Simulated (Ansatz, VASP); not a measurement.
Given: the input of a run of Ansatz 0.2.0 on Au.

File input.yaml:

```yaml
crystal:
  lattice:
    - [0.0, 2.035, 2.035]
    - [2.035, 0.0, 2.035]
    - [2.035, 2.035, 0.0]
  atoms:
    - { symbol: Au, position: [0.0, 0.0, 0.0] }
kpoints:
  mp_grid: { grid: [11, 11, 11] }
scf:
  occupations: { method: gaussian, width: 0.014 }
hamiltonian:
  xc: pbe
  pseudopotentials: { kind: all_electron, lapw: { basis_error: 0.001 } }
output:
  forces: true
  stress: true
  eigenvalues: true
```

Potentials or basis: all-electron LAPW, scalar-relativistic.

The run is started by

```bash
$ ansatz run input.yaml --threads 1 --pin off --max-ram 3072MiB --backend cpu --events-out ev --progress --plain --runs-dir out
```

Problem. Translate it to VASP 6.6.1. Potentials there: VASP PAW PBE potentials, release 64 (Au).

Solution. As run (the cutoff follows the program's own potentials):

The input INCAR:

```
SYSTEM = Au
PREC = Accurate
ENCUT = 520
EDIFF = 1E-6
ISMEAR = 0
SIGMA = 0.014
LREAL = .False.
LASPH = .True.
NELM = 60
ALGO = Normal
ISIF = 2
LWAVE = .False.
LCHARG = .True.
GGA = PE
LELF = .True.
LVHAR = .True.
NBANDS = 12
```

KPOINTS

```
regular mesh
0
Gamma
  11 11 11
  0 0 0
```

POSCAR

```
Au
1.0
    0.0000000000      2.0350000000      2.0350000000
    2.0350000000      0.0000000000      2.0350000000
    2.0350000000      2.0350000000      0.0000000000
Au
1
Direct
    0.0000000000      0.0000000000      0.0000000000
```

Potentials or basis: VASP PAW PBE potentials, release 64 (Au).

Command:

```console
$ cat potpaw_PBE.64/Au/POTCAR > POTCAR
$ mpirun -np 1 vasp_std > vasp.out
```

Both were run:

|  | VASP | Ansatz | Ansatz less VASP |
| --- | --- | --- | --- |
| gap on the k mesh at the Fermi level (eV) | none | none | - |
| pressure (GPa) | 10.5 | 10.8 | +0.30 |

A gap of «none» marks a metal or a gap that the smearing closes. Ansatz ran all-electron here, so the differences hold the error of VASP's frozen core and of both bases.

The runs have no spin-orbit coupling, so splittings on Au are missing.
